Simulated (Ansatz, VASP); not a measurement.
# SiC (Moissanite 3C) in two plane-wave programs

Wanted: the spread between two codes on one cell, functional and k mesh. The structure shown is the start of the Ansatz relaxation below; VASP solves that cell, so the two are compared at the walk's first step.

Main program and level: Ansatz 0.2.0; plane waves, with VASP 6.6.1 beside it; single point at LDA.

**1. Starting point**

It takes space group Imm2 (No. 44, orthorhombic). The conventional cell has a = 2.969 Å, b = 3.057 Å, c = 4.361 Å, α = 90.00°, β = 90.00°, γ = 90.00°. C has 4 Si at 1.85 to 1.87 Å nearest. Si has 4 C at 1.85 to 1.87 Å nearest. Farther neighbours are not listed.

**2. Ansatz: relaxation, LDA**

Ansatz runs on its PAW soft_1 files.

The two programs are compared at the cell with which this relaxation starts, whose forces are those of its first step.

The input, input.yaml:

```yaml
crystal:
  lattice:
    - [-0.0311316201, 2.1307297254, 2.18056225]
    - [2.1307297254, -0.0311316201, 2.18056225]
    - [2.0995981053, 2.0995981053, 0.0]
  atoms:
    - { symbol: C, position: [0.7489948416, 0.7489948416, 0.7510051584] }
    - { symbol: Si, position: [0.0010051584, 0.0010051584, -0.0010051584] }
  conventional_axes: [[0, 0, 1], [1, -1, 0], [1, 1, -1]]
kpoints:
  mp_grid: { grid: [12, 12, 12] }
hamiltonian:
  xc: lda
  pseudopotentials: { kind: paw, azcp: { folder: soft_1 }, xc_functional: pbe }
scf:
  occupations: { method: gaussian, width: 0.02 }
output:
  forces: true
  stress: true
  eigenvalues: true
relax:
  adjacent_minimum: "off"
  f_tol: 0.001
  max_steps: 60
  cell: { stress_tol: 0.01, fix: [a, angles] }
```

Run with:

```bash
ansatz run input.yaml --threads 4 --pin off --max-ram 10240MiB --backend cpu --events-out ev --progress --plain --runs-dir out
```

Numbers of over 12 decimals in the logs are rounded to 6 here.

The log of the run:

```text
Engine: ansatz 0.2.0, aarch64-unknown-linux-gnu
Pseudopotentials: kind: paw
Pseudopotential: C, paw, valence charge 4, recommended cutoff 420 eV (normal), soft_1/C.paw.azcp
Pseudopotential: Si, paw, valence charge 4, recommended cutoff 420 eV (normal), soft_1/Si.paw.azcp
Functional definition: SPW92
  exchange = slater_x
  correlation = pw_c
Crystal: 2 atoms, lattice volume = 19.795 Å³
Basis set: ecut = 420 eV, 387 PW (Γ)
Bands: 8, of which v1, the nominal top of the filled ones, is band 4 counted from 1 (3 counted from 0)
Symmetry: 4 space group operations
Space group: Imm2 (ITA 44), of the structure as read, at distance tolerance 2.7e-5 Å
k-points: 280 of 1728 (time reversal used)
Non-local potential: C, projectors of the file, l = 0: 2, l = 1: 2, l = 2: 1
Non-local potential: Si, projectors of the file, l = 0: 2, l = 1: 2, l = 2: 1
PAW form: soft (Blöchl's): semilocal exchange-correlation on the pseudo side does not see the compensation charge
PAW frozen core: C, regenerated for the run's functional, and the local potential with it (the file was generated under x = pbe(κ = 0.804, μ = 0.219515), c = pbe(β = 0.066725))
PAW frozen core: Si, regenerated for the run's functional, and the local potential with it (the file was generated under x = pbe(κ = 0.804, μ = 0.219515), c = pbe(β = 0.066725))
PAW one-centre angular grid: C, 110 points (default); XC on 64 Gauss nodes
PAW one-centre angular grid: Si, 110 points (default); XC on 64 Gauss nodes
Initial density: superposition of atomic densities (chi_scale 0.1, normalization cell, long waves kept (reshape's long-wave potential 0.00 eV rms))
Initial wavefunctions: pseudopotential atomic-orbital guess
Functional: x = slater, c = lda
SCF iter   1: F=—  HF=-853.846046 eV  |F-HF|=—  |Δ(HF+E_count)|=         —  Δρ=1.46e-1  dr2=5.07e0  ethr=3.10e-3  ⟨swp⟩=6.1  Hψ=19241  notcnv=0
preconditioner: auto → none  [insulator: Δε(μ)=3.182 eV  Ē_g=15.109 eV  σ=0.020 eV  W_gap=1.00  n_scr=0 (ndim 8)  ℏωp=23.6 eV  f_vac=0.000  D(μ)=0.00/eV (n_scr^D=0)  ε∞_Penn≈3.4]
SCF iter   2: F=—  HF=-852.278132 eV  |F-HF|=—  |Δ(HF+E_count)|=    1.57e0  Δρ=5.04e-2  dr2=3.18e-1  ethr=3.10e-3  ⟨swp⟩=3.0  Hψ=7752  notcnv=0
SCF iter   3: F=—  HF=-852.184461 eV  |F-HF|=—  |Δ(HF+E_count)|=   9.37e-2  Δρ=1.90e-2  dr2=3.70e-2  ethr=3.10e-3  ⟨swp⟩=2.3  Hψ=4734  notcnv=0
SCF iter   4: F=—  HF=-852.175865 eV  |F-HF|=—  |Δ(HF+E_count)|=   8.60e-3  Δρ=1.48e-3  dr2=2.15e-4  ethr=4.62e-4  ⟨swp⟩=2.0  Hψ=3375  notcnv=0
SCF iter   5: F=—  HF=-852.175926 eV  |F-HF|=—  |Δ(HF+E_count)|=   6.13e-5  Δρ=1.63e-4  dr2=1.73e-6  ethr=2.68e-6  ⟨swp⟩=2.4  Hψ=3358  notcnv=0
SCF iter   6: F=—  HF=-852.175929 eV  |F-HF|=—  |Δ(HF+E_count)|=   2.36e-6  Δρ=2.90e-5  dr2=1.08e-7  ethr=1.25e-9  ⟨swp⟩=6.9  Hψ=12924  notcnv=0
SCF iter   7: F=-852.175929 eV  HF=-852.175929 eV  |F-HF|=5.31e-10  |Δ(HF+E_count)|=   3.31e-8  Δρ=4.33e-6  dr2=1.68e-9  ethr=1.25e-9  ⟨swp⟩=4.2  Hψ=6758  notcnv=0
SCF 1 converged in 7 iterations: F = -852.175929 eV  dr2 = 1.68e-9
  greatest PAW one-centre occupation: 0.645 electrons in one spin orbital (limit 2), on the C atom at site 0 (counted from 0), in its partial waves of l = 0
relax step   1: F+E_penalty+E_count = -852.17592867 eV  Δ(F+E_penalty+E_count) = +0.000e0 eV  max|allowed force component| = 1.091e-1 eV/Å  Δτ_max = 0.0000 Å  P = +5.927 GPa  Ω = 19.795 Å³  fix = [a, alpha, beta, gamma]  reactions: a +16.378 GPa  (7 SCF iters, dr2 threshold 1.00e-7 eV, accepted)
[...]
relax step   2: F+E_penalty+E_count = -852.17632284 eV  Δ(F+E_penalty+E_count) = -3.942e-4 eV  max|allowed force component| = 7.597e-2 eV/Å  Δτ_max = 0.0005 Å  P = +5.427 GPa  Ω = 19.832 Å³  energy of the carried Pulay correction = -4.717e-5 eV  fix = [a, alpha, beta, gamma]  reactions: a +15.834 GPa  (4 SCF iters, dr2 threshold 2.00e-7 eV, accepted)
[...]
relax step   3: F+E_penalty+E_count = -852.17644672 eV  Δ(F+E_penalty+E_count) = -1.239e-4 eV  max|allowed force component| = 1.446e-2 eV/Å  Δτ_max = 0.0015 Å  P = +5.061 GPa  Ω = 19.858 Å³  energy of the carried Pulay correction = -8.095e-5 eV  fix = [a, alpha, beta, gamma]  reactions: a +15.383 GPa  (4 SCF iters, dr2 threshold 2.00e-7 eV, accepted)
[...]
relax step   4: F+E_penalty+E_count = -852.17645925 eV  Δ(F+E_penalty+E_count) = -1.253e-5 eV  max|allowed force component| = 1.108e-4 eV/Å  Δτ_max = 0.0003 Å  P = +5.115 GPa  Ω = 19.854 Å³  energy of the carried Pulay correction = -7.482e-5 eV  fix = [a, alpha, beta, gamma]  reactions: a +15.355 GPa  (3 SCF iters, dr2 threshold 3.20e-8 eV, accepted)
[...]
relax step   5: F+E_penalty+E_count = -852.17653416 eV  Δ(F+E_penalty+E_count) = -7.490e-5 eV  max|allowed force component| = 3.744e-5 eV/Å  Δτ_max = 0.0000 Å  P = +5.122 GPa  Ω = 19.854 Å³  fix = [a, alpha, beta, gamma]  reactions: a +15.355 GPa  stress off target by 9.24e-3 GPa on what of the cell is left free  SCF on the basis re-selected at this cell (its energy is not comparable with the rows above)  (5 SCF iters)
basis re-selected at this cell: Δ(F+E_penalty+E_count) = -7.490e-5 eV, ΔP = +0.007 GPa vs the last step (what re-selecting the basis moved, of the pressure what is left beyond the Pulay correction that the steps carried, after the strain that the cell walked since its last selection, with what the two solves' SCF thresholds leave and, on support functions, any second-order correction that the steps lacked; it is no m [...]
SCF converged after 5 iterations
Free energy (F): -852.176534 eV
Harris-Foulkes:  -852.176534 eV  (|F-HF|=1.14e-13)
Internal energy: -852.176534 eV  (E = F + TS)
E sigma→0 (E₀):  -852.176534 eV
Fermi energy:    10.493608 eV
--- Per-component energies (eV) ---
  E_band       = 30.423526
  E_kinetic    = 135.488167
  E_local      = -94.427141  (includes V_loc(G=0)·N_el)
  E_nonlocal   = 47.645174
  E_hartree    = 31.111952
  E_xc         = -105.606716
  E_vxc        = -109.625984  (∫ρ·V_xc dr)
  E_paw        = -577.767064  (= ΣΔE_a)
  E_vpaw       = -10.880641  (= ΣTr[D̂ρ^β])
  E_aug_tail   = 0.000047  (compensation charges beyond the density's cutoff)
  E_ewald      = -288.768116
  E_core_change = 0.147163  (= ΣΔE_core)
  E_smearing   = -0.000000  (= −TS)
  E_closure    = 0.000000  (closes the sum)
  Σ components = -852.176534   (vs F -852.176534, Δ=0.00e0)
--- Forces (eV/Å), atoms counted from 1 ---
  atom   1  C      0.00000000    -0.00000000    -0.00003754
  atom   2  Si     0.00000000     0.00000000     0.00003734
  max |Σ_I F_I| component: 2.01e-7 eV/Å
--- Stress (GPa, compression-positive) ---
        7.678429       7.676450      -0.000000
        7.676450       7.678429      -0.000000
       -0.000000      -0.000000       0.009240
  P = ⅓ Tr σ = 5.1220 GPa (51.220 kbar)
--- Band table (eV; the first three rows and the last of 280) ---
  k-point 0: bands = ["-5.8775", "9.6417", "9.6810", "10.0129", "16.3020", "16.9196", "17.5248", "17.5723"]
  k-point 1: bands = ["-5.7336", "9.1405", "9.5925", "9.6949", "16.3863", "17.1206", "17.6123", "17.8751"]
  k-point 2: bands = ["-5.3057", "7.5363", "9.3732", "9.3749", "16.2220", "17.5463", "17.7940", "18.7179"]
  k-point 279: bands = ["-0.7303", "1.5885", "6.4315", "6.9796", "11.1907", "14.4875", "24.1345", "24.1700"]
--- Relaxed structure (4 steps of the walk, 4 accepted, 1 SCFs on fresh bases) ---
  F+E_penalty+E_count = -852.17653416 eV   max|allowed force component| = 3.744e-5 eV/Å   (the final SCF, on the basis selected at the relaxed cell)
  cell:  # Å, volume = 19.8537 Å³
    - [-0.030469, 2.130067, 2.188334]
    - [2.130067, -0.030469, 2.188334]
    - [2.099598, 2.099598, 0.0]
  atoms:
    - { symbol: C, position: [0.748458, 0.748458, 0.751542] }
    - { symbol: Si, position: [0.00154159, 0.00154159, -0.00154159] }
```

**3. VASP: single point, LDA, start cell, pair 1**

The same cell, functional (in two slightly different forms), mesh and smearing now go to VASP, with its own data sets.

Lines of VASP's logs that name or quote its potential files are left out, and so is its time.

The input, INCAR:

```
SYSTEM = SiC
PREC = Accurate
ENCUT = 520
EDIFF = 1E-06
NELM = 120
ISMEAR = 0
SIGMA = 0.02
LREAL = .FALSE.
ALGO = Normal
GGA = CA
NBANDS = 10
LORBIT = 11
LWAVE = .FALSE.
LCHARG = .FALSE.
ISIF = 2
LASPH = .TRUE.
GGA_COMPAT = .FALSE.
EFERMI = MIDGAP
KPAR = 2
```

The input, POSCAR:

```
SiC
1.0
   -0.0311320000      2.1307300000      2.1805620000
    2.1307300000     -0.0311320000      2.1805620000
    2.0995980000      2.0995980000      0.0000000000
C Si
1 1
Direct
    0.7489949839      0.7489949839      0.7510050161
    0.0010052454      0.0010052454      0.9989947546
```

The input, KPOINTS:

```
Automatic mesh
0
Gamma
12 12 12
0 0 0
```

PAW data sets: C and Si (LDA family, release 64).

Run with:

```bash
mpirun -np 2 vasp_std
```

The log of the run:

```text
[banner, memory and clock lines left out]
running    2 mpi-ranks, on    1 nodes
 distrk:  each k-point on    1 cores,    2 groups
 distr:  one band on    1 cores,    1 groups

 POSCAR found type information on POSCAR C Si
 POSCAR found :  2 types and       2 ions
 LDA part: xc-table for (Slater(with rela. corr.)+CA(PZ))
 , standard interpolation
 POSCAR, INCAR and KPOINTS ok, starting setup
 FFT: planning ... GRIDC
 FFT: planning ... GRID_SOFT
 FFT: planning ... GRID
 WAVECAR not read
 entering main loop
       N       E                     dE             d eps       ncg     rms          rms(c)
DAV:   1     0.158716594680E+01    0.15872E+01   -0.40355E+03  5924   0.676E+02
DAV:   2    -0.182230077666E+02   -0.19810E+02   -0.18780E+02  7190   0.112E+02
DAV:   3    -0.187857439182E+02   -0.56274E+00   -0.56183E+00  6612   0.165E+01
DAV:   4    -0.187880748806E+02   -0.23310E-02   -0.23308E-02  6440   0.135E+00
DAV:   5    -0.187880862712E+02   -0.11391E-04   -0.11391E-04  6596   0.851E-02    0.956E+00
DAV:   6    -0.167165740458E+02    0.20715E+01   -0.76174E+00  5886   0.134E+01    0.424E+00
DAV:   7    -0.166328974864E+02    0.83677E-01   -0.42849E-01  6708   0.407E+00    0.188E+00
DAV:   8    -0.166123342497E+02    0.20563E-01   -0.28014E-02  6024   0.109E+00    0.181E-01
DAV:   9    -0.166119695735E+02    0.36468E-03   -0.18333E-03  6940   0.254E-01    0.958E-02
DAV:  10    -0.166119808758E+02   -0.11302E-04   -0.11261E-04  5942   0.719E-02    0.324E-02
DAV:  11    -0.166119814821E+02   -0.60622E-06   -0.32525E-06  6474   0.131E-02
   1 F= -.16611981E+02 E0= -.16611981E+02  d E =0.000000E+00
```

Parts of OUTCAR (step 3):

```text
ion  position               nearest neighbor table
   1  0.749  0.749  0.751-   2 1.85   2 1.85   2 1.87   2 1.87
   2  0.001  0.001  0.999-   1 1.85   1 1.85   1 1.87   1 1.87

  LATTYP: Found a body centered orthorhombic cell.
 ALAT       =     2.9692799671
 B/A-ratio  =     1.0296552007
 C/A-ratio  =     1.4687479956

 Subroutine GETGRP returns: Found  4 space group operations
 (whereof  4 operations were pure point group operations)

The static configuration has the point symmetry C_2v.

 Found    280 irreducible k-points:

   k-points           NKPTS =    280   k-points in BZ     NKDIM =    280   number of bands    NBANDS=     10

   dimension x,y,z NGX =    24 NGY =   24 NGZ =   24
   dimension x,y,z NGXF=    48 NGYF=   48 NGZF=   48

   ENCUT  =  520.0 eV  38.22 Ry    6.18 a.u.   5.67  5.67  5.52*2*pi/ulx,y,z

   NELECT =       8.0000    total number of electrons

 k-points in reciprocal lattice and weights: Automatic mesh
   0.00000000  0.00000000  0.00000000       0.001
   0.08333333  0.00000000  0.00000000       0.002
   0.16666667 -0.00000000  0.00000000       0.002
   0.25000000 -0.00000000  0.00000000       0.002
   0.33333333  0.00000000  0.00000000       0.002
   0.41666667  0.00000000  0.00000000       0.002
   0.50000000 -0.00000000  0.00000000       0.001
   0.08333333  0.08333333  0.00000000       0.001
   0.16666667  0.08333333  0.00000000       0.002
[...]
0.25000000  0.25000000  0.50000000       0.001
  -0.25000000  0.25000000  0.50000000       0.001

 average (electrostatic) potential at core
       1 -48.3884       2 -81.3137

 E-fermi :   9.2752

 k-point     1 :       0.0000    0.0000    0.0000
  band No.  band energies     occupation
      1      -7.0928      2.00000
      2       8.4588      2.00000
      3       8.4902      2.00000
      4       8.7809      2.00000
      5      15.1488      0.00000
      6      15.7233      0.00000
      7      16.3608      0.00000
      8      16.4079      0.00000
      9      22.8991      0.00000
    ...

 k-point     2 :       0.0833    0.0000    0.0000
  band No.  band energies     occupation
      1      -6.9549      2.00000
      2       7.7343      2.00000
      3       8.3757      2.00000
      4       8.6946      2.00000
      5      15.4531      0.00000
      6      15.9198      0.00000
      7      16.4603      0.00000
      8      16.5786      0.00000
      9      22.1571      0.00000
    ...

 k-point     3 :       0.1667   -0.0000    0.0000
  band No.  band energies     occupation
      1      -6.5448      2.00000
      2       6.0545      2.00000
      3       8.1386      2.00000
      4       8.4797      2.00000
      5      15.3269      0.00000
      6      16.4790      0.00000
      7      16.9170      0.00000
      8      17.1721      0.00000
      9      21.4130      0.00000
    ...

  Total        1.0515307      1.0515307      0.2434302      1.0248688      0.0000000      0.0000000
  in kB       85.1079231     85.1079231     19.7025510     82.9499817      0.0000000      0.0000000
  external PRESSURE =      63.3061324 kB  Pullay stress =       0.0000000 kB

  energy-cutoff  :      520.00
  volume of cell :       19.80
      direct lattice vectors                 reciprocal lattice vectors
    -0.031132000  2.130730000  2.180562000    -0.231282108  0.231282108  0.229298685
     2.130730000 -0.031132000  2.180562000     0.231282108 -0.231282108  0.229298685
     2.099598000  2.099598000  0.000000000     0.238140825  0.238140825 -0.229298685

 POSITION                                       TOTAL-FORCE (eV/Angst)
 -----------------------------------------------------------------------------------
      3.14940      3.14940      3.26646         0.000000      0.000000     -0.109436
      2.09960      2.09960      0.00438         0.000000      0.000000      0.109436
 -----------------------------------------------------------------------------------
    total drift:                                0.000000      0.000000      0.000616

  FREE ENERGIE OF THE ION-ELECTRON SYSTEM (eV)
  ---------------------------------------------------
  free  energy   TOTEN  =       -16.6119814821 eV

  energy  without entropy=      -16.6119814821  energy(sigma->0) =      -16.61198148

 total charge
# of ion       s       p       d       tot
------------------------------------------
    1        0.834   1.752   0.000   2.586
    2        0.717   1.016   0.000   1.734
--------------------------------------------------
tot          1.551   2.768   0.000   4.319

[... 3 further parts left out ...]
```

The run ends at a pressure of 6.33 GPa, with forces up to 0.11 eV/Å.

**4. Differences**

Known differences besides the potentials themselves: the two LDA forms differ slightly; the cutoff is 420 eV in Ansatz and 520 eV in VASP; VASP's log shows a relativistic correction to its local exchange, Ansatz's none. Total energies have different zeros and are not compared.

Forces (eV/Å; atoms numbered as in POSCAR):

| atom | Ansatz x, y, z | VASP x, y, z |
| --- | --- | --- |
| C1 | 0.000, 0.000, -0.109 | 0.000, 0.000, -0.109 |
| Si2 | 0.000, 0.000, 0.109 | 0.000, 0.000, 0.109 |

The forces differ by 0.2 meV/Å r.m.s., which is 0.3 % of the r.m.s. force of 0.063 eV/Å (both taken over all components).

**5. Other set-ups**

Further runs change the set-up of one program: Ansatz's method, potentials or start, or VASP's data sets, cutoff or form of LDA. The table gives that difference for each run.

| run | r.m.s. force difference (meV/Å) |
| --- | --- |
| as above | 0.2 |
| VASP with a cutoff of 600 eV (perhaps on Ansatz's relaxed cell) | 0.22 |

**6. Ansatz: relaxation, LDA**

The two programs are compared at the cell with which this relaxation starts, whose forces are those of its first step. The cell compared in this pair holds 19.65 Å³, against 19.80 Å³ for the pair before.

The structure compared here is the start of the Ansatz relaxation; VASP solves that cell, so the two are compared at the walk's first step.

input.yaml, the sections that differ from step 2:

```yaml
crystal:
  lattice:
    - [-0.0412919507, 2.1192447147, 2.1883339317]
    - [2.1192447147, -0.0412919507, 2.1883339317]
    - [2.077952764, 2.077952764, 0.0]
  atoms:
    - { symbol: C, position: [0.7484584058, 0.7484584058, 0.7515415942] }
    - { symbol: Si, position: [0.0015415942, 0.0015415942, -0.0015415942] }
  conventional_axes: [[0, 0, 1], [1, -1, 0], [1, 1, -1]]
# kpoints, hamiltonian, scf, output, relax: as in step 2
```

Run with:

```bash
ansatz run input.yaml --threads 4 --pin off --max-ram 10240MiB --backend cpu --events-out ev --progress --plain --runs-dir out
```

The log of the run:

```text
[...]
Crystal: 2 atoms, lattice volume = 19.649 Å³
Basis set: ecut = 420 eV, 375 PW (Γ)
Bands: 8, of which v1, the nominal top of the filled ones, is band 4 counted from 1 (3 counted from 0)
Symmetry: 4 space group operations
[...]
k-points: 280 of 1728 (time reversal used)
[...]
--- Band table (eV; the first three rows and the last of 280) ---
[...]
--- Relaxed structure (5 steps of the walk, 5 accepted, 2 SCFs on fresh bases) ---
[...]
cell:  # Å, volume = 19.7063 Å³
    - [-0.040629, 2.118582, 2.196059]
    - [2.118582, -0.040629, 2.196059]
    - [2.077952764, 2.077952764, 7.443395951487788e-19]
  atoms:
    - { symbol: C, position: [0.747900, 0.747900, 0.752100] }
    - { symbol: Si, position: [0.00209968, 0.00209968, -0.00209968] }
[key lines of the parts left out:]
SCF converged after 3 iterations
Free energy (F): -852.153300 eV
Fermi energy:    10.622424 eV
P = ⅓ Tr σ = 7.0052 GPa (70.052 kbar)
```

**7. VASP: single point, LDA, start cell, pair 2**

The same cell, functional (in two slightly different forms), mesh and smearing now go to VASP, with its own data sets.

INCAR is that of step 3.

The input, POSCAR:

```
SiC
1.0
   -0.0412920000      2.1192450000      2.1883340000
    2.1192450000     -0.0412920000      2.1883340000
    2.0779530000      2.0779530000      0.0000000000
C Si
1 1
Direct
    0.7484584163      0.7484584163      0.7515413431
    0.0015415837      0.0015415837      0.9984584163
```

KPOINTS is that of step 3.

Run with:

```bash
mpirun -np 2 vasp_std
```

The log of the run:

```text
[... set-up lines as in an earlier step ...]
 entering main loop
       N       E                     dE             d eps       ncg     rms          rms(c)
DAV:   1     0.152762954825E+01    0.15276E+01   -0.40626E+03  5960   0.676E+02
DAV:   2    -0.181963623470E+02   -0.19724E+02   -0.18551E+02  7202   0.111E+02
DAV:   3    -0.187873791941E+02   -0.59102E+00   -0.58999E+00  6712   0.168E+01
DAV:   4    -0.187898259676E+02   -0.24468E-02   -0.24466E-02  6388   0.134E+00
[...]
DAV:   9    -0.165882271073E+02    0.36765E-03   -0.18638E-03  6946   0.258E-01    0.964E-02
DAV:  10    -0.165882369407E+02   -0.98334E-05   -0.11525E-04  5940   0.731E-02    0.328E-02
DAV:  11    -0.165882376470E+02   -0.70629E-06   -0.36692E-06  6484   0.140E-02
   1 F= -.16588238E+02 E0= -.16588238E+02  d E =0.000000E+00
```

Parts of OUTCAR (step 7):

```text
  Total        1.3935210      1.3935210      0.2481754      1.3716245      0.0000000      0.0000000
  in kB      113.6274015    113.6274015     20.2361695    111.8419642      0.0000000      0.0000000
  external PRESSURE =      82.4969908 kB  Pullay stress =       0.0000000 kB

 POSITION                                       TOTAL-FORCE (eV/Angst)
 -----------------------------------------------------------------------------------
      3.11693      3.11693      3.27575         0.000000      0.000000     -0.117826
      2.07795      2.07795      0.00675         0.000000      0.000000      0.117826
 -----------------------------------------------------------------------------------
    total drift:                                0.000158      0.000158      0.000855

  FREE ENERGIE OF THE ION-ELECTRON SYSTEM (eV)
  ---------------------------------------------------
  free  energy   TOTEN  =       -16.5882376470 eV

  energy  without entropy=      -16.5882376470  energy(sigma->0) =      -16.58823765

[... 1 part as in an earlier step ...]

[... 2 further parts left out ...]
[key lines of the parts left out:]
E-fermi :   9.3935
```

The run ends at a pressure of 8.25 GPa, with forces up to 0.12 eV/Å.

[end of part 1 of 2]

[Lines on the potential files, build, host, timing and source positions are cut from VASP's logs without a mark.]

[Logs are printed without paths, hosts, clocks, repeated set-up lines and the standing remarks that a program may print on its own settings, such as how far it seeks lower states.]

[Hosts, paths, dates, database ids (printed as entryN), source tags and the programs' standing remarks are cut or masked in the printed files.]

[Rows of further runs with another cutoff or data set may stand on the cell that Ansatz relaxed, not on the start cell of the pair above them.]
